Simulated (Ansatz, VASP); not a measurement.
LiH: VASP beside Ansatz

```
CELL_PARAMETERS angstrom
0.00000 1.86990 2.03250
1.86990 0.00000 2.03250
1.86990 1.86990 0.00000
ATOMIC_POSITIONS crystal
Li 0.00000 0.00000 0.00000
H 0.50000 0.50000 0.50000
```

Change from the starting cell: strain -0.080 along x and y, +0.000 along z, atoms carried along.

Alike in both runs: task single point; functional PBEsol; k mesh 10 × 10 × 10; occupations gaussian, width 0.05 eV; no spin polarisation.

```csv
,VASP,Ansatz
version,VASP 6.6.1,Ansatz 0.2.0
potentials or method,"VASP PAW PBE potentials, release 64 (Li_sv, H)","scalar-relativistic, plane waves, PAW"
plane-wave cutoff (eV),520,420
valence electrons in the cell,4,4
```

```csv
,VASP,Ansatz,Ansatz less VASP
gap on the k mesh at the Fermi level (eV),1.63,1.63,0.000
least direct gap on the mesh (eV),2.33,2.33,+0.002
```

The functional is the same, so the differences come from potentials, cutoffs and numerics.

 A k mesh can miss the band edges.
